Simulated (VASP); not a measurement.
A run of VASP 6.6.1 is set up as follows.

Contents of INCAR:

```
SYSTEM = NbC
  PREC = Accurate
  ENCUT = 520
  EDIFF = 1E-7
  ISMEAR = 0
  SIGMA = 0.1
  LREAL = .FALSE.
  LASPH = .TRUE.
  NELM = 80
  ALGO = Fast
  ISIF = 3
  LWAVE = .FALSE.
  LCHARG = .FALSE.
  GGA = PE
  IBRION = 2
  NSW = 80
  EDIFFG = -0.002
```

KPOINTS

```
Automatic mesh
0
G
  22 22 22
  0 0 0
```

The input POSCAR:

```
NbC                                     
1.0
    0.0000000000      2.2414393994      2.2414393994
    2.2414393994      0.0000000000      2.2414393994
    2.2414393994      2.2414393994      0.0000000000
  Nb              C             
     1     1
Direct
     0.0000000000000000    0.0000000000000000    0.0000000000000000
     0.5000000000000000    0.5000000000000000    0.5000000000000000
```

Potentials or basis: VASP PAW PBE potentials, release 64 (Nb_sv, C).

Launch:

```bash
$ cat potpaw_PBE.64/Nb_sv/POTCAR potpaw_PBE.64/C/POTCAR > POTCAR
$ mpirun -np 1 vasp_std > vasp.out
```

Question: Predict the band gap on the k mesh.

Answer: None (metal or under the smearing width).

Final structure:
```
Nb C
1.0
     0.00000    2.24138    2.24138
     2.24138    0.00000    2.24138
     2.24138    2.24138    0.00000
Nb C
1 1
Direct
  0.00000 0.00000 0.00000
  0.50000 0.50000 0.50000
```
